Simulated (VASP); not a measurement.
**Cu: elastic constants with PBE**

Cu:

```xyz
1
Lattice="0.0000 1.8169 1.8169 1.8169 0.0000 1.8169 1.8169 1.8169 0.0000" Properties=species:S:1:pos:R:3 pbc="T T T"
Cu    0.0000    0.0000    0.0000
```

The cell was built by a generator and needn't be a form met in nature.

```json
{"Program": "VASP 6.6.1", "Task": "elastic constants", "Functional": "PBE", "Potentials or basis": "VASP PAW PBE potentials, release 64 (Cu)", "Cutoff": "600 eV", "k mesh": "12 × 12 × 12", "Occupations": "methfessel-paxton, width 0.2 eV", "Spin": "no spin polarisation", "Ions in elastic constants": "relaxed", "Further INCAR settings": "ALGO = Normal; EDIFF = 1e-08; IBRION = 6; POTIM = 0.015; NSW = 1; ISIF = 3"}
```

```
Elastic constants C11, C12, C44 : 160, 126, 74 GPa
Voigt bulk modulus              : 137 GPa
```

Elastic tensor in Voigt notation (GPa, in the Cartesian axes of the cell as first typed):
```
160 126 126   0   0   0
126 160 126   0   0   0
126 126 160   0   0   0
  0   0   0  74   0   0
  0   0   0   0  74   0
  0   0   0   0   0  74
```

Clamped-ion elastic tensor (GPa):
```
160 126 126   0   0   0
126 160 126   0   0   0
126 126 160   0   0   0
  0   0   0  74   0   0
  0   0   0   0  74   0
  0   0   0   0   0  74
```

Wall time 2.5 min on 4 MPI ranks on AMD EPYC 7R13 Processor (Zen 3) (shared host), peak memory 0.24 GiB a rank.
